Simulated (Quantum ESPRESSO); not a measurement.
# Pd (Fm-3m) in Quantum ESPRESSO: further runs, part 2 of 2

Quantum ESPRESSO 7.5. Earlier steps stand in the parts before.

## 3. Band structure, AM05

pw.in

```
&CONTROL
  calculation = 'scf'
  prefix = 'pwscf'
  outdir = './tmp'
  pseudo_dir = './pseudo'
  tprnfor = .true.
  tstress = .true.
  disk_io = 'low'
/
&SYSTEM
  ibrav = 0
  A = 2.7527667
  nat = 1
  ntyp = 1
  ecutwfc = 70
  nbnd = 15
  input_dft = 'XC-000I-000I-120L-135L-000I-000I'
  occupations = 'smearing'
  smearing = 'fd'
  degauss = 0.00367493
/
&ELECTRONS
  conv_thr = 2d-10
  electron_maxstep = 120
  mixing_beta = 0.5
/
ATOMIC_SPECIES
Pd   106.4200 Pd_ONCV_PBE-1.2.upf
CELL_PARAMETERS alat
   0.0000000000    0.7071067810    0.7071067810
   0.7071067810    0.0000000000    0.7071067810
   0.7071067810    0.7071067810    0.0000000000
ATOMIC_POSITIONS alat
Pd     0.0000000000    0.0000000000    0.0000000000
K_POINTS automatic
12 12 12 0 0 0
```

bands.in

```
&CONTROL
  calculation = 'bands'
  prefix = 'pwscf'
  outdir = './tmp'
  pseudo_dir = './pseudo'
  disk_io = 'low'
  verbosity = 'high'
/
&SYSTEM
  ibrav = 0
  A = 2.7527667
  nat = 1
  ntyp = 1
  ecutwfc = 70
  nbnd = 15
  input_dft = 'XC-000I-000I-120L-135L-000I-000I'
  occupations = 'smearing'
  smearing = 'fd'
  degauss = 0.00367493
/
&ELECTRONS
  conv_thr = 1d-08
  electron_maxstep = 120
  mixing_beta = 0.5
  diago_full_acc = .true.
  startingwfc = 'random'
/
ATOMIC_SPECIES
Pd   106.4200 Pd_ONCV_PBE-1.2.upf
CELL_PARAMETERS alat
   0.0000000000    0.7071067810    0.7071067810
   0.7071067810    0.0000000000    0.7071067810
   0.7071067810    0.7071067810    0.0000000000
ATOMIC_POSITIONS alat
Pd     0.0000000000    0.0000000000    0.0000000000
K_POINTS crystal
60
 0.0000000000  0.0000000000  0.0000000000 1
 0.0625000000  0.0000000000  0.0625000000 1
 0.1250000000  0.0000000000  0.1250000000 1
 0.1875000000  0.0000000000  0.1875000000 1
 0.2500000000  0.0000000000  0.2500000000 1
 0.3125000000  0.0000000000  0.3125000000 1
 0.3750000000  0.0000000000  0.3750000000 1
 0.4375000000  0.0000000000  0.4375000000 1
 0.5000000000  0.0000000000  0.5000000000 1
 0.5000000000  0.0625000000  0.5625000000 1
 0.5000000000  0.1250000000  0.6250000000 1
 0.5000000000  0.1875000000  0.6875000000 1
 0.5000000000  0.2500000000  0.7500000000 1
 0.4375000000  0.3125000000  0.7500000000 1
 0.3750000000  0.3750000000  0.7500000000 1
 0.3375000000  0.3375000000  0.6750000000 1
 0.3000000000  0.3000000000  0.6000000000 1
 0.2625000000  0.2625000000  0.5250000000 1
 0.2250000000  0.2250000000  0.4500000000 1
 0.1875000000  0.1875000000  0.3750000000 1
 0.1500000000  0.1500000000  0.3000000000 1
 0.1125000000  0.1125000000  0.2250000000 1
 0.0750000000  0.0750000000  0.1500000000 1
 0.0375000000  0.0375000000  0.0750000000 1
 0.0000000000  0.0000000000  0.0000000000 1
 0.0625000000  0.0625000000  0.0625000000 1
 0.1250000000  0.1250000000  0.1250000000 1
 0.1875000000  0.1875000000  0.1875000000 1
 0.2500000000  0.2500000000  0.2500000000 1
 0.3125000000  0.3125000000  0.3125000000 1
 0.3750000000  0.3750000000  0.3750000000 1
 0.4375000000  0.4375000000  0.4375000000 1
 0.5000000000  0.5000000000  0.5000000000 1
 0.5250000000  0.4500000000  0.5250000000 1
 0.5500000000  0.4000000000  0.5500000000 1
 0.5750000000  0.3500000000  0.5750000000 1
 0.6000000000  0.3000000000  0.6000000000 1
 0.6250000000  0.2500000000  0.6250000000 1
 0.5833333333  0.2500000000  0.6666666667 1
 0.5416666667  0.2500000000  0.7083333333 1
 0.5000000000  0.2500000000  0.7500000000 1
 0.5000000000  0.2857142857  0.7142857143 1
 0.5000000000  0.3214285714  0.6785714286 1
 0.5000000000  0.3571428571  0.6428571429 1
 0.5000000000  0.3928571429  0.6071428571 1
 0.5000000000  0.4285714286  0.5714285714 1
 0.5000000000  0.4642857143  0.5357142857 1
 0.5000000000  0.5000000000  0.5000000000 1
 0.4821428571  0.4821428571  0.5357142857 1
 0.4642857143  0.4642857143  0.5714285714 1
 0.4464285714  0.4464285714  0.6071428571 1
 0.4285714286  0.4285714286  0.6428571429 1
 0.4107142857  0.4107142857  0.6785714286 1
 0.3928571429  0.3928571429  0.7142857143 1
 0.3750000000  0.3750000000  0.7500000000 1
 0.6250000000  0.2500000000  0.6250000000 1
 0.5937500000  0.1875000000  0.5937500000 1
 0.5625000000  0.1250000000  0.5625000000 1
 0.5312500000  0.0625000000  0.5312500000 1
 0.5000000000  0.0000000000  0.5000000000 1
```

Potentials or basis: SG15 PBE 1.2.

Launch:

```sh
> OMP_NUM_THREADS=1 pw.x -in pw.in > pw.out
> OMP_NUM_THREADS=1 pw.x -in bands.in > bands.out
```

pw.out:

```text
This program is part of the open-source Quantum ESPRESSO suite
     for quantum simulation of materials; please cite
         "P. Giannozzi et al., J. Phys.:Condens. Matter 21 395502 (2009);
         "P. Giannozzi et al., J. Phys.:Condens. Matter 29 465901 (2017);
         "P. Giannozzi et al., J. Chem. Phys. 152 154105 (2020);
     in publications or presentations arising from this work. More details at

     IMPORTANT: XC functional enforced from input :
     Exchange-correlation= XC-000I-000I-120L-135L-000I-000I
                           (   0   0 120 135   0   0   0)
     Any further DFT definition will be discarded
     Please, verify this is what you really want

     Message from routine setup:
     using ibrav=0 with symmetry is DISCOURAGED, use correct ibrav instead

     G-vector sticks info
     --------------------
     sticks:   dense  smooth     PW     G-vecs:    dense   smooth      PW
     Sum         511     511    163                 7799     7799    1459

     Using Slab Decomposition

     bravais-lattice index     =            0
     lattice parameter (alat)  =       5.2020  a.u.
     unit-cell volume          =      99.5382 (a.u.)^3
     number of atoms/cell      =            1
     number of atomic types    =            1
     number of electrons       =        18.00
     number of Kohn-Sham states=           15
     kinetic-energy cutoff     =      70.0000  Ry
     charge density cutoff     =     280.0000  Ry
     scf convergence threshold =      2.0E-10
     mixing beta               =       0.5000
     number of iterations used =            8  plain     mixing
     Exchange-correlation= XC-000I-000I-120L-135L-000I-000I
                           (   0   0 120 135   0   0   0)

     celldm(1)=   5.201975  celldm(2)=   0.000000  celldm(3)=   0.000000
     celldm(4)=   0.000000  celldm(5)=   0.000000  celldm(6)=   0.000000

     crystal axes: (cart. coord. in units of alat)
               a(1) = (   0.000000   0.707107   0.707107 )
               a(2) = (   0.707107   0.000000   0.707107 )
               a(3) = (   0.707107   0.707107   0.000000 )

     reciprocal axes: (cart. coord. in units 2 pi/alat)
               b(1) = ( -0.707107  0.707107  0.707107 )
               b(2) = (  0.707107 -0.707107  0.707107 )
               b(3) = (  0.707107  0.707107 -0.707107 )

     PseudoPot. # 1 for Pd read from file:
     Pd_ONCV_PBE-1.2.upf
     Pseudo is Norm-conserving, Zval = 18.0
     Generated using ONCVPSP code by D. R. Hamann
     Using radial grid of  602 points,  6 beta functions with:
                l(1) =   0
                l(2) =   0
                l(3) =   1
                l(4) =   1
                l(5) =   2
                l(6) =   2

     atomic species   valence    mass     pseudopotential
     Pd               18.00   106.42000     Pd( 1.00)

     48 Sym. Ops., with inversion, found

   Cartesian axes

     site n.     atom                  positions (alat units)
         1        Pd     tau(   1) = (   0.0000000   0.0000000   0.0000000  )

     number of k points=    72  Fermi-Dirac smearing, width (Ry)=  0.0037
                       cart. coord. in units 2pi/alat
        k(    1) = (   0.0000000   0.0000000   0.0000000), wk =   0.0011574
        k(    2) = (   0.0589256   0.0589256  -0.0589256), wk =   0.0092593
        k(    3) = (   0.1178511   0.1178511  -0.1178511), wk =   0.0092593
        k(    4) = (   0.1767767   0.1767767  -0.1767767), wk =   0.0092593
        k(    5) = (   0.2357023   0.2357023  -0.2357023), wk =   0.0092593
        k(    6) = (   0.2946278   0.2946278  -0.2946278), wk =   0.0092593
[... 64 lines left out ...]
        k(   71) = (  -0.7071068   0.2357023   0.0000000), wk =   0.0138889
        k(   72) = (  -0.7071068   0.3535534   0.0000000), wk =   0.0069444

     Dense  grid:     7799 G-vectors     FFT dimensions: (  27,  27,  27)

     WARNING: libxc functional with ID  120 depends
      on external parameters: check the user_guide of
      QE if you need to modify them or to check their
      default values.

     WARNING: libxc functional with ID  135 depends
      on external parameters: check the user_guide of
      QE if you need to modify them or to check their
      default values.

     Initial potential from superposition of free atoms

     starting charge      17.9553, renormalised to      18.0000
     Starting wfcs are random

     Self-consistent Calculation

     iteration #  1     ecut=    70.00 Ry     beta= 0.50
     Davidson diagonalization with overlap
     ethr =  1.00E-02,  avg # of iterations =  7.3

     Threshold (ethr) on eigenvalues was too large:
     Diagonalizing with lowered threshold

     Davidson diagonalization with overlap
     ethr =  3.58E-05,  avg # of iterations =  4.2

     total energy              =    -253.06720597 Ry
     estimated scf accuracy    <       0.00380540 Ry
[... 43 lines left out ...]
     iteration #  8     ecut=    70.00 Ry     beta= 0.50
     Davidson diagonalization with overlap
     ethr =  1.59E-12,  avg # of iterations =  1.6

     End of self-consistent calculation

          k = 0.0000 0.0000 0.0000 (   941 PWs)   bands (ev):

   -64.3427 -29.6698 -29.6698 -29.6698  12.6820  17.1302  17.1302  17.1302
    18.7784  18.7784  37.2674  42.0467  42.0467  42.0467  47.0653

          k = 0.0589 0.0589-0.0589 (   950 PWs)   bands (ev):
[... 121 lines left out ...]
   -64.2989 -29.9448 -29.7863 -29.7112  15.4369  16.6775  17.1938  17.8416
    18.5590  20.8225  32.9251  35.7696  40.1112  43.8301  43.9565

          k = 0.0000-0.2357 0.2357 (   975 PWs)   bands (ev):

   -64.3113 -29.8740 -29.7528 -29.6951  14.8916  16.4745  17.4118  17.9157
    18.1613  19.8036  35.6182  36.5272  41.8327  42.2002  45.3311

          k = 0.3536 0.0000 0.0000 (   982 PWs)   bands (ev):

   -64.3068 -29.8699 -29.7474 -29.7474  14.9113  15.8763  18.1354  18.4241
    18.4241  19.3466  38.0542  38.0542  38.2341  39.6533  43.4900

          k = 0.4125 0.0589-0.0589 (   991 PWs)   bands (ev):
[... 21 lines left out ...]
   -64.2809 -29.9895 -29.8777 -29.7499  15.8140  16.5251  17.1107  18.1659
    19.2571  23.9568  29.6068  32.7933  39.3350  39.6649  47.1790

          k = 0.0000-0.3536 0.3536 (   983 PWs)   bands (ev):

   -64.2887 -29.9665 -29.8458 -29.7294  16.0350  16.4961  16.8893  18.1127
    18.7107  22.2702  32.5161  32.8040  39.5879  41.7925  45.1715

          k = 0.4714 0.0000-0.0000 (  1002 PWs)   bands (ev):
[... 31 lines left out ...]
   -64.2720 -30.0472 -29.8335 -29.8181  14.6902  14.9697  19.6778  19.7725
    20.2035  23.4785  31.1281  32.4259  33.6520  41.2475  42.5413

          k = 0.0000-0.5893 0.5893 (   985 PWs)   bands (ev):

   -64.2711 -30.0298 -29.8692 -29.8097  14.8970  15.2722  18.8506  19.4895
    20.0823  25.3201  30.0248  30.8530  34.4331  40.8793  45.1235

          k =-0.7071 0.0000 0.0000 (   982 PWs)   bands (ev):

   -64.2709 -30.0607 -29.8244 -29.8244  14.5458  14.8352  19.9652  20.2902
    20.2902  23.2099  30.6571  33.1535  33.1535  41.4165  41.4623

          k = 0.2357 0.1179 0.0000 (   964 PWs)   bands (ev):

   -64.3212 -29.8084 -29.7205 -29.6953  14.1941  16.5052  17.5504  17.7363
    18.3305  19.1577  37.5428  37.8724  41.0729  42.1582  46.3033

          k = 0.2946 0.1768-0.0589 (   975 PWs)   bands (ev):
[... 16 lines left out ...]
   -64.2842 -30.0570 -29.7832 -29.7449  15.0934  16.7103  17.5259  18.2497
    19.9025  23.2313  27.2078  36.5715  38.2246  40.4959  47.2098

          k = 0.3536 0.1179 0.0000 (   987 PWs)   bands (ev):

   -64.3044 -29.8935 -29.7606 -29.7345  15.1493  15.9802  17.4703  18.4185
    18.7612  19.7313  36.0535  36.7309  39.1554  41.0131  45.0433

          k = 0.4125 0.1768-0.0589 (   989 PWs)   bands (ev):
[... 21 lines left out ...]
   -64.2875 -29.9813 -29.8323 -29.7395  15.8067  16.6345  16.7610  18.2087
    19.0971  22.3143  31.2406  34.2343  38.2232  42.5338  45.1071

          k = 0.0000-0.2357 0.3536 (   984 PWs)   bands (ev):

   -64.2978 -29.9357 -29.7967 -29.7213  15.7018  16.2406  16.9998  18.3913
    18.4588  20.8686  34.0378  34.8054  39.4114  43.0765  44.6788

          k = 0.4714 0.1179-0.0000 (  1004 PWs)   bands (ev):
[... 36 lines left out ...]
   -64.2720 -29.9879 -29.9126 -29.8016  15.3330  15.8391  17.7176  18.9626
    19.9804  27.2310  28.2191  30.7225  34.5960  41.6420  48.3419

          k =-0.7071 0.1179-0.0000 (   986 PWs)   bands (ev):

   -64.2708 -30.0451 -29.8405 -29.8252  14.7602  15.0316  19.3171  19.7026
    20.2907  24.4107  30.5807  32.5267  32.5817  42.0105  42.8908

          k =-0.2357-0.4714 0.7071 (   983 PWs)   bands (ev):
[... 21 lines left out ...]
   -64.2720 -29.9755 -29.9126 -29.8144  15.5981  16.0741  17.1064  18.7805
    20.1365  27.0926  28.8967  31.4441  32.6455  43.8292  46.6439

          k = 0.0000-0.3536 0.5893 (   996 PWs)   bands (ev):

   -64.2732 -29.9582 -29.9303 -29.8029  15.8026  16.4669  16.5826  18.6686
    19.9679  26.5410  29.4094  30.9349  33.6969  43.9621  45.8667

          k =-0.7071 0.2357 0.0000 (   982 PWs)   bands (ev):

   -64.2708 -30.0022 -29.8841 -29.8268  15.2819  15.6149  17.8410  19.0748
    20.2918  26.5427  30.3971  30.9250  31.7973  43.5128  46.1627

          k =-0.7071 0.3536 0.0000 (   992 PWs)   bands (ev):

   -64.2708 -29.9433 -29.9433 -29.8276  15.6246  16.5657  16.5657  18.6744
    20.2923  28.8137  28.8137  30.2865  31.5219  45.7721  45.7721

     the Fermi energy is    19.9811 ev

!    total energy              =    -253.06766938 Ry
     estimated scf accuracy    <          2.0E-13 Ry
     smearing contrib. (-TS)   =      -0.00143311 Ry
     internal energy E=F+TS    =    -253.06623627 Ry

     The total energy is F=E-TS. E is the sum of the following terms:
     one-electron contribution =     -75.59190113 Ry
     hartree contribution      =      48.91028340 Ry
     xc contribution           =     -24.46058412 Ry
     ewald contribution        =    -201.92403442 Ry

     convergence has been achieved in   8 iterations

     Forces acting on atoms (cartesian axes, Ry/au):

     atom    1 type  1   force =     0.00000000    0.00000000    0.00000000

     Total force =     0.000000     Total SCF correction =     0.000000

     Computing stress (Cartesian axis) and pressure

          total   stress  (Ry/bohr**3)                   (kbar)     P=      -39.71
  -0.00026992  -0.00000000  -0.00000000          -39.71       -0.00       -0.00
  -0.00000000  -0.00026992  -0.00000000           -0.00      -39.71       -0.00
  -0.00000000  -0.00000000  -0.00026992           -0.00       -0.00      -39.71

=------------------------------------------------------------------------------=
   JOB DONE.
=------------------------------------------------------------------------------=
```

Wall time 25 s (1 thread of Arm Neoverse V1, shared host); peak memory 0.09 GiB.

What came out:

```
Free energy            : -3443.1610 eV
Pressure               : -4.0 GPa
Band gap on the k mesh : none (metal or under the smearing width)
```

Levels at the corners of the path, in eV from the Fermi level:
```
point  band 5  band 6  band 7  band 8  band 9  band 10  band 11  band 12  band 13  band 14
    Γ   -7.30   -2.85   -2.85   -2.85   -1.20    -1.20    17.29    22.07    22.07    22.07
    X   -5.44   -5.15   -0.02    0.31    0.31     3.23    10.68    13.17    13.17    21.44
    W   -4.36   -3.42   -3.42   -1.31    0.31     8.83     8.83    10.31    11.54    25.79
    K   -4.77   -4.19   -2.00   -0.93   -0.15     7.04     8.02    10.75    15.88    20.33
    Γ   -7.30   -2.85   -2.85   -2.85   -1.20    -1.20    17.29    22.07    22.07    22.07
    L   -5.36   -2.89   -2.89    0.00    0.00     0.88     7.24    16.60    21.15    21.15
    U   -4.77   -4.19   -2.00   -0.93   -0.15     7.04     8.02    10.75    15.88    20.33
    W   -4.36   -3.42   -3.42   -1.31    0.31     8.83     8.83    10.31    11.54    25.79
    L   -5.36   -2.89   -2.89    0.00    0.00     0.88     7.24    16.60    21.15    21.15
    K   -4.77   -4.19   -2.00   -0.93   -0.15     7.04     8.02    10.75    15.88    20.33
    U   -4.77   -4.19   -2.00   -0.93   -0.15     7.04     8.02    10.75    15.88    20.33
    X   -5.44   -5.15   -0.02    0.31    0.31     3.23    10.68    13.17    13.17    21.44
```

Caveat: the potentials were made for another functional, which shifts forces and pressure.

## 4. Band structure, r2SCAN

Edit pw.in of step 3 so:

```diff
@@ -16,3 +16,3 @@
   nbnd = 15
-  input_dft = 'XC-000I-000I-120L-135L-000I-000I'
+  input_dft = 'r2scan'
   occupations = 'smearing'
@@ -20,5 +20,6 @@
   degauss = 0.00367493
+  nosym = .true.
 /
 &ELECTRONS
-  conv_thr = 2d-10
+  conv_thr = 1d-08
   electron_maxstep = 120
@@ -35,2 +36,2 @@
 K_POINTS automatic
-12 12 12 0 0 0
+9 9 9 0 0 0
```

pp_density.in

```
&INPUTPP
  prefix = 'pwscf'
  outdir = './tmp'
  filplot = 'density.dat'
  plot_num = 0
/
&PLOT
  nfile = 1
  filepp(1) = 'density.dat'
  iflag = 3
  output_format = 6
  fileout = 'density.cube'
/
```

pp_potential.in

```
&INPUTPP
  prefix = 'pwscf'
  outdir = './tmp'
  filplot = 'potential.dat'
  plot_num = 11
/
&PLOT
  nfile = 1
  filepp(1) = 'potential.dat'
  iflag = 3
  output_format = 6
  fileout = 'potential.cube'
/
```

pp_elf.in

```
&INPUTPP
  prefix = 'pwscf'
  outdir = './tmp'
  filplot = 'elf.dat'
  plot_num = 8
/
&PLOT
  nfile = 1
  filepp(1) = 'elf.dat'
  iflag = 3
  output_format = 6
  fileout = 'elf.cube'
/
```

Edit bands.in of step 3 so:

```diff
@@ -15,3 +15,3 @@
   nbnd = 15
-  input_dft = 'XC-000I-000I-120L-135L-000I-000I'
+  input_dft = 'r2scan'
   occupations = 'smearing'
@@ -19,2 +19,3 @@
   degauss = 0.00367493
+  nosym = .true.
 /
```

Launch:

```sh
> OMP_NUM_THREADS=1 pw.x -in pw.in > pw.out
> OMP_NUM_THREADS=1 pp.x -in pp_density.in > pp_density.out
> OMP_NUM_THREADS=1 pp.x -in pp_potential.in > pp_potential.out
> OMP_NUM_THREADS=1 pp.x -in pp_elf.in > pp_elf.out
> OMP_NUM_THREADS=1 pw.x -in bands.in > bands.out
```

Wall time 4.9 min (1 thread of Arm Neoverse V1, shared host); peak memory 0.11 GiB.

Results (log left out):

```
Free energy            : -3447.5923 eV
Pressure               : 0.6 GPa
Band gap on the k mesh : none (metal or under the smearing width)
```

Levels at the corners of the path, in eV from the Fermi level:
```
point  band 6  band 7  band 8  band 9  band 10  band 11  band 12  band 13
    Γ   -2.89   -2.89   -2.89   -1.27    -1.27    18.27    23.23    23.23
    X   -5.22   -0.06    0.33    0.33     3.73    11.29    14.05    14.05
    W   -3.42   -3.42   -1.35    0.33     9.47     9.47    10.93    12.31
    K   -4.20   -1.96   -0.98   -0.14     7.58     8.62    11.41    16.82
    Γ   -2.89   -2.89   -2.89   -1.27    -1.27    18.27    23.23    23.23
    L   -2.95   -2.95   -0.01   -0.01     1.38     7.67    17.65    22.28
    U   -4.20   -1.96   -0.98   -0.14     7.58     8.62    11.41    16.82
    W   -3.42   -3.42   -1.35    0.33     9.47     9.47    10.93    12.31
    L   -2.95   -2.95   -0.01   -0.01     1.38     7.67    17.65    22.28
    K   -4.20   -1.96   -0.98   -0.14     7.58     8.62    11.41    16.82
    U   -4.20   -1.96   -0.98   -0.14     7.58     8.62    11.41    16.82
    X   -5.22   -0.06    0.33    0.33     3.73    11.29    14.05    14.05
```

Caveat: the k mesh is coarse; the potentials were made for another functional, which shifts forces and pressure.

## 5. Overview

| level | k mesh | SCF threshold | symmetry | gap on the mesh (eV) | pressure (GPa) |
| --- | --- | --- | --- | --- | --- |
| RPBE | 12 × 12 × 12 | 2e-10 Ry | - | none | 11.9 |
| AM05 | 12 × 12 × 12 | 2e-10 Ry | - | none | -4.0 |
| r2SCAN | 9 × 9 × 9 | 1e-08 Ry | off | none | 0.6 |

Alike in all rows: task band structure; potentials or basis SG15 PBE 1.2; no spin polarisation; cell as given; cutoff (eV) 952; smearing fermi-dirac 0.05 eV.

Every run on the cell as given and a fine mesh finds a metal. The pressure there spans -4.0 GPa (AM05) to 11.9 GPa (RPBE); a positive pressure means that this level wants a larger cell, a negative one a smaller.

Caveats: the potentials were made for another functional, which shifts forces and pressure.

Total energies depend on the potentials used, so only differences within one code and one set of settings carry meaning.
